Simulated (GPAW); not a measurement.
# TePb (Fm-3m) in GPAW: settings compared

The runs below take TePb through band structure, one-shot levels of the hybrid HSE06, with PBEint, SOGGA, LDA.

Everything below comes from runs of GPAW 26.7.0. Logs are shortened: lines on timing, memory, paths and dates and some standing lists are left out, and cuts for length are marked. The log counts tension as positive stress, the text compression.

**What was measured.**

A printed reference work, monograph reports, for a bulk crystal of TePb at 4.2 K: band gap 0.19 eV (direct).

The runs below are set against these values where they give the same quantity.

## 1. Starting point

It takes space group Fm-3m (No. 225, cubic). Conventional cell: a = 6.462 Å, b = 6.462 Å, c = 6.462 Å, α = 90.00°, β = 90.00°, γ = 90.00°. Pb (site symmetry m-3m) is surrounded by 6 Te at 3.23 Å. Around Te (site symmetry m-3m) lie 6 Pb at 3.23 Å.

## 2. Band structure, PBEint, spin-orbit coupling, no magnetisation

The input, run.py:

```python
import numpy as np
from ase import Atoms
from ase.dft.bandgap import bandgap
from ase.io import write
from ase.units import GPa
from gpaw import GPAW, PW, setup_paths
from gpaw.spinorbit import soc_eigenstates

setup_paths.insert(0, '.')

atoms = Atoms(['Pb', 'Te'],
              cell=[[0.0, 3.231, 3.231],
                    [3.231, 0.0, 3.231],
                    [3.231, 3.231, 0.0]],
              scaled_positions=[[0.0, 0.0, 0.0],
                                [0.5, 0.5, 0.5]],
              pbc=True)

calc = GPAW(mode=PW(600),
            xc='GGA_X_PBEINT+GGA_C_PBEINT',
            kpts={'size': (6, 6, 6), 'gamma': True},
            occupations={'name': 'fermi-dirac', 'width': 0.05},
            nbands=19,
            convergence={'density': 1e-05, 'energy': 1e-05},
            maxiter=150,
            txt='gpaw.txt')
atoms.calc = calc
energy = atoms.get_potential_energy()
forces = atoms.get_forces()
stress = atoms.get_stress()
calc.write('gs.gpw')
write('result.traj', atoms)
print(f'Energy: {energy:.6f} eV')
print('Forces (eV/A):')
print(forces.round(4))
print('Stress (GPa):', (stress / GPa).round(3))
print('Fermi level:', round(calc.get_fermi_level(), 4), 'eV')
print(f'Gap: {bandgap(calc)[0]:.4f} eV, direct: {bandgap(calc, direct=True)[0]:.4f} eV')

path = atoms.cell.bandpath('GXWKGLUWLK,UX', npoints=100, eps=1e-4)
bs_calc = calc.fixed_density(kpts=path, symmetry='off', nbands=32,
                             convergence={'bands': 'CBM+6.0', 'eigenstates': 1e-6}, txt='bands.txt')
bs = bs_calc.band_structure()
bs.write('bs.json')
print(f'Gap on the path: {bandgap(bs_calc)[0]:.4f} eV')

soc = soc_eigenstates(bs_calc, theta=90, phi=45)
np.savetxt('soc_bands.dat', soc.eigenvalues(), fmt='%.4f')
mesh = soc_eigenstates('gs.gpw', theta=90, phi=45)
np.savetxt('soc_mesh.dat', mesh.eigenvalues(), fmt='%.4f')
print('Fermi level with spin-orbit coupling:', round(mesh.fermi_level, 4), 'eV')
```

Potentials or basis: PAW data sets generated in the run's folder for this functional, pw.

Started as:

```
gpaw-setup -f GGA_X_PBEINT+GGA_C_PBEINT Pb Te
OMP_NUM_THREADS=1 python run.py
```

gpaw.txt:

```text
__  _  _
 | _ |_)|_||  |
 |__||  | ||/\| - 26.7.0

Input parameters:
  mode=PW(ecut=600.0),
  convergence={'density': 1e-05, 'energy': 1e-05},
  kpts=MonkhorstPack(size=(6, 6, 6), gamma=True),
  maxiter=150,
  nbands=19,
  occupations=Occupations(name='fermi-dirac', width=0.05),
  xc=XC(name='GGA_X_PBEINT+GGA_C_PBEINT')

Diagonalizing LCAO Hamiltonian
Converting LCAO to pw mode

                 Te

       Pb

Atoms  # Å, Bohr magnetons
|   | symbol |        x |        y |        z |    initial magnetic moments |
|---|--------|----------|----------|----------|-----------------------------|
| 0 |     Pb | 0.000000 | 0.000000 | 0.000000 | ( 0.0000,  0.0000,  0.0000) |
| 1 |     Te | 3.231000 | 3.231000 | 3.231000 | ( 0.0000,  0.0000,  0.0000) |

Unit cell  # Å
| periodic |        x |        y |        z |  lengths |    angles |
|----------|----------|----------|----------|----------|-----------|
|      yes | 0.000000 | 3.231000 | 3.231000 | 4.569324 | 60.000000 |
|      yes | 3.231000 | 0.000000 | 3.231000 | 4.569324 | 60.000000 |
|      yes | 3.231000 | 3.231000 | 0.000000 | 4.569324 | 60.000000 |

Number of symmetries: 48
Symmetry operations  # r_c * U_cc + t_c -> r_c
|    | kind |            matrix            |
|----|------|------------------------------|
|  0 |  σ   |  1, 0, 0,  1, 0,-1,  1,-1, 0 |
|  1 |  C2  |  1, 0, 0,  1,-1, 0,  1, 0,-1 |
|  2 |  E   |  1, 0, 0,  0, 1, 0,  0, 0, 1 |
|  3 |  σ   |  1, 0, 0,  0, 0, 1,  0, 1, 0 |
|  4 |  C4  |  1, 0,-1,  1, 0, 0,  1,-1, 0 |
|  5 |  S6  |  1, 0,-1,  1,-1, 0,  1, 0, 0 |
|  6 |  σ   |  1, 0,-1,  0, 1,-1,  0, 0,-1 |
|  7 |  C3  |  1, 0,-1,  0, 0,-1,  0, 1,-1 |
|  8 |  S6  |  1,-1, 0,  1, 0, 0,  1, 0,-1 |
|  9 |  C4  |  1,-1, 0,  1, 0,-1,  1, 0, 0 |
| 10 |  C3  |  1,-1, 0,  0,-1, 1,  0,-1, 0 |
| 11 |  σ   |  1,-1, 0,  0,-1, 0,  0,-1, 1 |
| 12 |  σ   |  0, 1, 0,  1, 0, 0,  0, 0, 1 |
| 13 |  C4  |  0, 1, 0,  0, 1,-1, -1, 1, 0 |
| 14 |  C3  |  0, 1, 0,  0, 0, 1,  1, 0, 0 |
| 15 |  S6  |  0, 1, 0, -1, 1, 0,  0, 1,-1 |
| 16 |  C2  |  0, 1,-1,  1, 0,-1,  0, 0,-1 |
| 17 |  σ   |  0, 1,-1,  0, 1, 0, -1, 1, 0 |
| 18 |  S4  |  0, 1,-1,  0, 0,-1,  1, 0,-1 |
| 19 |  C4  |  0, 1,-1, -1, 1, 0,  0, 1, 0 |
| 20 |  C3  |  0, 0, 1,  1, 0, 0,  0, 1, 0 |
| 21 |  σ   |  0, 0, 1,  0, 1, 0,  1, 0, 0 |
| 22 |  S6  |  0, 0, 1,  0,-1, 1, -1, 0, 1 |
| 23 |  C4  |  0, 0, 1, -1, 0, 1,  0,-1, 1 |
| 24 |  S4  |  0, 0,-1,  1, 0,-1,  0, 1,-1 |
| 25 |  C3  |  0, 0,-1,  0, 1,-1,  1, 0,-1 |
| 26 |  C2  |  0, 0,-1,  0,-1, 0, -1, 0, 0 |
| 27 |  S6  |  0, 0,-1, -1, 0, 0,  0,-1, 0 |
| 28 |  S4  |  0,-1, 1,  1,-1, 0,  0,-1, 0 |
| 29 |  C4  |  0,-1, 1,  0, 0, 1, -1, 0, 1 |
| 30 |  C2  |  0,-1, 1,  0,-1, 0,  1,-1, 0 |
| 31 |  σ   |  0,-1, 1, -1, 0, 1,  0, 0, 1 |
| 32 |  C3  |  0,-1, 0,  1,-1, 0,  0,-1, 1 |
| 33 |  S6  |  0,-1, 0,  0, 0,-1, -1, 0, 0 |
| 34 |  S4  |  0,-1, 0,  0,-1, 1,  1,-1, 0 |
| 35 |  C2  |  0,-1, 0, -1, 0, 0,  0, 0,-1 |
| 36 |  C2  | -1, 1, 0,  0, 1, 0,  0, 1,-1 |
| 37 |  S6  | -1, 1, 0,  0, 1,-1,  0, 1, 0 |
| 38 |  S4  | -1, 1, 0, -1, 0, 1, -1, 0, 0 |
| 39 |  C3  | -1, 1, 0, -1, 0, 0, -1, 0, 1 |
| 40 |  S6  | -1, 0, 1,  0, 0, 1,  0,-1, 1 |
| 41 |  C2  | -1, 0, 1,  0,-1, 1,  0, 0, 1 |
| 42 |  C3  | -1, 0, 1, -1, 1, 0, -1, 0, 0 |
| 43 |  S4  | -1, 0, 1, -1, 0, 0, -1, 1, 0 |
| 44 |  C2  | -1, 0, 0,  0, 0,-1,  0,-1, 0 |
| 45 |  i   | -1, 0, 0,  0,-1, 0,  0, 0,-1 |
| 46 |  σ   | -1, 0, 0, -1, 1, 0, -1, 0, 1 |
| 47 |  C2  | -1, 0, 0, -1, 0, 1, -1, 1, 0 |

BZ-sampling:
  Number of BZ points: 216
  Number of IBZ points: 16

  Monkhorst-Pack size: [6, 6, 6]
  Monkhorst-Pack shift: [0.08333333333333333, 0.08333333333333333, 0.08333333333333333]

K-points  # in reciprocal-cell coordinates
|     |                                coordinates |     weight |
|-----|--------------------------------------------|------------|
|   0 | (  0.00000000,   0.00000000,   0.00000000) | 0.00462963 |
|   1 | (  0.16666667,   0.16666667,   0.00000000) | 0.02777778 |
|   2 | (  0.16666667,   0.16666667,   0.16666667) | 0.03703704 |
|   3 | (  0.33333333,   0.16666667,   0.16666667) | 0.05555556 |
|   4 | (  0.33333333,   0.33333333,  -0.33333333) | 0.05555556 |
|   5 | (  0.33333333,   0.33333333,   0.00000000) | 0.02777778 |
|   6 | (  0.33333333,   0.33333333,   0.16666667) | 0.11111111 |
|   7 | (  0.33333333,   0.33333333,   0.33333333) | 0.03703704 |
|   8 | (  0.50000000,   0.33333333,  -0.33333333) | 0.11111111 |
|   9 | (  0.50000000,   0.33333333,  -0.16666667) | 0.05555556 |
| ... |                                            |            |
|  15 | (  0.50000000,   0.50000000,   0.50000000) | 0.01851852 |

Plane wave coefficients: 2285
Cutoff: 600.0 eV

Spin-components: 1 (collinear spins)
Bands:           19
Projectors:      11
Spin-degeneracy: 2
Datatype:        complex128

Parallelization:
  kpt:    1
  domain: 1
  band:   1

Density:
  Valence electrons: 20.0
  Components: 1
  Grid points: [27 27 27]
  Charge: 0.0  # |e|

Potential:
  Grid points: [27 27 27]

species:
  Pb:
    name:    Lead
    Z:       82.0
    valence: 14
    core:    68
    charge:  0.0  # [|e|]
    compensation charges:
      type: gauss
      rc: 0.38  # [Å]
      lmax: 2
    cutoffs:
      filter: 2.36  # [Å]
      core: 2.43  # [Å]
    projectors
    | kind |    occ | energy [eV] | rcut [Å] |
    |------|--------|-------------|----------|
    |   6s |  2.000 |     -11.952 |    1.259 |
    |   6p |  2.000 |      -3.456 |    1.275 |
    |   5d | 10.000 |     -21.169 |    1.217 |
    |    s |        |      15.259 |    1.259 |
    |    p |        |      23.756 |    1.275 |
    |    d |        |       6.043 |    1.217 |

    Using partial waves for Pb as LCAO basis

  Te:
    name:    Tellurium
    Z:       52.0
    valence: 6
    core:    46
    charge:  0.0  # [|e|]
    compensation charges:
      type: gauss
      rc: 0.36  # [Å]
      lmax: 2
    cutoffs:
      filter: 2.09  # [Å]
      core: 3.17  # [Å]
    projectors
    | kind |    occ | energy [eV] | rcut [Å] |
    |------|--------|-------------|----------|
    |   5s |  2.000 |     -15.065 |    1.180 |
    |   5p |  4.000 |      -5.923 |    1.196 |
    |    s |        |      12.146 |    1.180 |
    |    p |        |      21.288 |    1.196 |
    |    d |        |       0.000 |    1.238 |

    Using partial waves for Te as LCAO basis

Reference energy: -751841.626165  # eV

eigensolver:
  PPCG
  Converge bands: occupied
  niter=2

density mixing:
  MSR1-Mixer
  Pratt-step length: 0.05
  Maximum mixing coefficient: 0.75
  Old densities: 10
  SVD Regularization: 0.005
  Good broyden scale: 1.0
  Trust region scale: 1.0
  Backstep threshold: 4.0
  History deletion threshold: 6.0
  Fourier metric: weight=20.0, sigma=0.015

occupation numbers:
  Fermi-Dirac:
    width: 0.0500  # eV

poisson solver:
  ecut: 4800.0  # eV

xc functional:
  name: GGA_X_PBEINT+GGA_C_PBEINT with 2 nearest neighbor stencil

convergence criteria:
- Maximum integral of absolute [dens]ity change: 1e-05 electrons / valence electron
- Maximum [total energy] change in last 3 cyles: 1e-05 eV / valence electron
- Maximum integral of absolute [eigenst]ate change: 4e-08 eV^2 / valence electron
maximum number of iterations: 150

SCF iterations
|iter     | |      energy | eigst |  dens |
|---------|-|-------------|-------|-------|
|iter:   1| |   -8.302938 | -0.15 |       |
|iter:   2| |   -8.283818 | -1.97 | -1.38 |
|iter:   3| |   -8.200995 | -2.19 | -1.42 |
|iter:   4| |   -8.201542 | -3.86 | -2.01 |
|iter:   5| |   -8.201758 | -4.47 | -2.48 |
|iter:   6| |   -8.201768 | -5.85 | -3.30 |
|iter:   7| |   -8.201768c| -6.94 | -4.01 |
|iter:   8| |   -8.201768c| -7.90c| -4.66 |
|iter:   9| |   -8.201768c| -8.24c| -5.57c|

Converged in 9 steps
Energy contributions relative to reference atoms: (reference = -751841.626165)

Energy contributions:
  Kinetic:          17.253962
  Coulomb:         -17.858389
  Zero:              0.092347
  External:          0.000000
  Xc:               -7.689666
  Entropy:          -0.000044
  Spinorbit:         0.000000
  ----------------------------
  Free energy:      -8.201791
  Extrapolated:     -8.201768

dipole moment: (-27.317085, -27.317085, -27.317085)  # |e|*Ang

Fermi level: 5.936
Eigenvalues  # (at kpt = [0.000, 0.000, 0.000])
| band index |      eig [eV] | occ [0-2] |
|------------|---------------|-----------|
|          0 |       -11.083 |     2.000 |
|        ... |               |           |
|          2 |       -11.071 |     2.000 |
|          3 |       -11.071 |     2.000 |
|          4 |       -11.071 |     2.000 |
|          5 |        -6.417 |     2.000 |
|          6 |         0.073 |     2.000 |
|          7 |         4.227 |     2.000 |
[... 9 lines left out ...]
|         17 |        13.106 |     0.000 |
|         18 |        13.600 |     0.000 |

Gap: 0.647 eV
Transition (v -> c):
  (s=0, k=15, n=9, [0.50, 0.50, 0.50]) -> (s=0, k=15, n=10, [0.50, 0.50, 0.50])
No difference between direct/indirect transitions

Forces  # eV/Ang
|       x |       y |        z |
|---------|---------|----------|
| 0.00000 | 0.00000 | -0.00000 |  # Pb   0
| 0.00000 | 0.00000 |  0.00000 |  # Te   1

Stress tensor  # eV/Ang^3
|         x |         y |         z |
|-----------|-----------|-----------|
|  0.000103 | -0.000000 | -0.000000 |
| -0.000000 |  0.000103 |  0.000000 |
| -0.000000 |  0.000000 |  0.000103 |

# Writing to gs.gpw (mode='')
```

Wall time 63 s (1 thread of AMD EPYC 9R14 (Zen 4), shared host); peak memory 0.38 GiB.

Results:

```
Free energy             : -8.2018 eV
Pressure                : 0.0 GPa
Band gap on the k mesh  : 0.17 eV, indirect (least direct gap 0.35 eV)
Band gap along the path : 0.13 eV, indirect (least direct gap 0.32 eV)
```

Levels at the corners of the path, in eV from the valence-band top:
```tsv
point	band 17	band 18	band 19	band 20	band 21	band 22	band 23	band 24
Γ	-0.92	-0.92	-0.92	-0.92	2.29	2.30	4.93	4.94
X	-3.27	-3.27	-2.42	-2.42	3.24	3.24	4.36	4.36
W	-3.80	-3.80	-0.32	-0.32	1.46	1.46	5.17	5.17
K	-2.65	-2.65	-1.83	-1.83	2.95	2.95	4.14	4.14
Γ	-0.92	-0.92	-0.92	-0.92	2.29	2.30	4.93	4.94
L	-0.59	-0.59	-0.28	-0.28	0.14	0.14	1.35	1.35
U	-2.65	-2.65	-1.83	-1.83	2.95	2.95	4.14	4.14
W	-3.80	-3.80	-0.32	-0.32	1.46	1.46	5.17	5.17
L	-0.59	-0.59	-0.28	-0.28	0.14	0.14	1.35	1.35
K	-2.65	-2.65	-1.83	-1.83	2.95	2.95	4.14	4.14
U	-2.65	-2.65	-1.83	-1.83	2.95	2.95	4.14	4.14
X	-3.27	-3.27	-2.42	-2.42	3.24	3.24	4.36	4.36
```

Caveat: spin-orbit coupling was added after a scalar SCF, so levels and gaps hold it while energy, forces, pressure and moments don't; this program's spin-orbit splittings come out too wide for heavy elements.

## 3. Band structure, SOGGA, spin-orbit coupling, no magnetisation

run.py: that of step 2 with these lines changed.

```diff
@@ -1,5 +1,5 @@
 import numpy as np
-from ase import Atoms
 from ase.dft.bandgap import bandgap
 from ase.io import write
+from ase.spacegroup import crystal
 from ase.units import GPa
@@ -10,12 +10,13 @@
 
-atoms = Atoms(['Pb', 'Te'],
-              cell=[[0.0, 3.231, 3.231],
-                    [3.231, 0.0, 3.231],
-                    [3.231, 3.231, 0.0]],
-              scaled_positions=[[0.0, 0.0, 0.0],
-                                [0.5, 0.5, 0.5]],
-              pbc=True)
+# Pb 4a
+# Te 4b
+atoms = crystal(['Pb', 'Te'],
+                basis=[[0.0, 0.0, 0.0],
+                       [0.5, 0.0, 0.0]],
+                spacegroup=225, setting=1,  # Fm-3m
+                cellpar=[6.462, 6.462, 6.462, 90.0, 90.0, 90.0],
+                primitive_cell=True)
 
 calc = GPAW(mode=PW(600),
-            xc='GGA_X_PBEINT+GGA_C_PBEINT',
+            xc='GGA_X_SOGGA+GGA_C_PBE_SOL',
             kpts={'size': (6, 6, 6), 'gamma': True},
@@ -46,5 +47,5 @@
 
-soc = soc_eigenstates(bs_calc, theta=90, phi=45)
+soc = soc_eigenstates(bs_calc, theta=54.7, phi=45)
 np.savetxt('soc_bands.dat', soc.eigenvalues(), fmt='%.4f')
-mesh = soc_eigenstates('gs.gpw', theta=90, phi=45)
+mesh = soc_eigenstates('gs.gpw', theta=54.7, phi=45)
 np.savetxt('soc_mesh.dat', mesh.eigenvalues(), fmt='%.4f')
```

Potentials or basis: PAW data sets generated in the run's folder for this functional, pw.

Started as:

```
gpaw-setup -f GGA_X_SOGGA+GGA_C_PBE_SOL Pb Te
OMP_NUM_THREADS=1 python run.py
```

gpaw.txt:

```text
__  _  _
 | _ |_)|_||  |
 |__||  | ||/\| - 26.7.0

Input parameters:
  mode=PW(ecut=600.0),
  convergence={'density': 1e-05, 'energy': 1e-05},
  kpts=MonkhorstPack(size=(6, 6, 6), gamma=True),
  maxiter=150,
  nbands=19,
  occupations=Occupations(name='fermi-dirac', width=0.05),
  xc=XC(name='GGA_X_SOGGA+GGA_C_PBE_SOL')

Diagonalizing LCAO Hamiltonian
Converting LCAO to pw mode

                 Te

       Pb

Atoms  # Å, Bohr magnetons
|   | symbol |        x |        y |        z |    initial magnetic moments |
|---|--------|----------|----------|----------|-----------------------------|
| 0 |     Pb | 0.000000 | 0.000000 | 0.000000 | ( 0.0000,  0.0000,  0.0000) |
| 1 |     Te | 3.231000 | 3.231000 | 3.231000 | ( 0.0000,  0.0000,  0.0000) |

Unit cell  # Å
| periodic |        x |        y |        z |  lengths |    angles |
|----------|----------|----------|----------|----------|-----------|
|      yes | 0.000000 | 3.231000 | 3.231000 | 4.569324 | 60.000000 |
|      yes | 3.231000 | 0.000000 | 3.231000 | 4.569324 | 60.000000 |
[... 203 lines left out ...]
  Kinetic:          16.041837
  Coulomb:         -16.751587
  Zero:              0.102706
  External:          0.000000
  Xc:               -8.040377
  Entropy:          -0.000055
  Spinorbit:         0.000000
  ----------------------------
  Free energy:      -8.647475
  Extrapolated:     -8.647448

dipole moment: (-27.346288, -27.346288, -27.346288)  # |e|*Ang

Fermi level: 5.832
Eigenvalues  # (at kpt = [0.000, 0.000, 0.000])
| band index |      eig [eV] | occ [0-2] |
|------------|---------------|-----------|
|          0 |       -11.140 |     2.000 |
|        ... |               |           |
|          2 |       -11.125 |     2.000 |
|          3 |       -11.125 |     2.000 |
|          4 |       -11.125 |     2.000 |
|          5 |        -6.519 |     2.000 |
|          6 |        -0.059 |     2.000 |
|          7 |         4.144 |     2.000 |
[... 9 lines left out ...]
|         17 |        12.999 |     0.000 |
|         18 |        13.542 |     0.000 |

Gap: 0.623 eV
Transition (v -> c):
  (s=0, k=15, n=9, [0.50, 0.50, 0.50]) -> (s=0, k=15, n=10, [0.50, 0.50, 0.50])
No difference between direct/indirect transitions

Forces  # eV/Ang
|       x |        y |        z |
|---------|----------|----------|
| 0.00000 | -0.00000 | -0.00000 |  # Pb   0
| 0.00000 | -0.00000 | -0.00000 |  # Te   1

Stress tensor  # eV/Ang^3
|        x |        y |        z |
|----------|----------|----------|
| 0.004767 | 0.000000 | 0.000000 |
| 0.000000 | 0.004767 | 0.000000 |
| 0.000000 | 0.000000 | 0.004767 |

# Writing to gs.gpw (mode='')
```

It took 63 s on 1 thread of AMD EPYC 9R14 (Zen 4), shared host; peak memory 0.38 GiB.

What came out:

- Free energy: -8.6475 eV
- Pressure: -0.8 GPa
- Band gap on the k mesh: 0.17 eV, indirect (least direct gap 0.38 eV)
- Band gap along the path: 0.12 eV, indirect (least direct gap 0.33 eV)

Levels at the corners of the path, in eV from the valence-band top:
```tsv
point	band 18	band 19	band 20	band 21	band 22	band 23
Γ	-0.91	-0.91	-0.91	2.25	2.26	4.90
X	-3.28	-2.41	-2.41	3.24	3.24	4.32
W	-3.80	-0.32	-0.32	1.44	1.44	5.16
K	-2.65	-1.83	-1.83	2.92	2.92	4.13
Γ	-0.91	-0.91	-0.91	2.25	2.26	4.90
L	-0.58	-0.31	-0.31	0.14	0.14	1.33
U	-2.65	-1.83	-1.83	2.92	2.93	4.13
W	-3.80	-0.32	-0.32	1.44	1.44	5.16
L	-0.58	-0.31	-0.31	0.14	0.14	1.33
K	-2.65	-1.83	-1.83	2.92	2.92	4.13
U	-2.65	-1.83	-1.83	2.92	2.93	4.13
X	-3.28	-2.41	-2.41	3.24	3.24	4.32
```

Caveat: spin-orbit coupling was added after a scalar SCF, so levels and gaps hold it while energy, forces, pressure and moments don't; this program's spin-orbit splittings come out too wide for heavy elements.

[end of part 1 of 2]
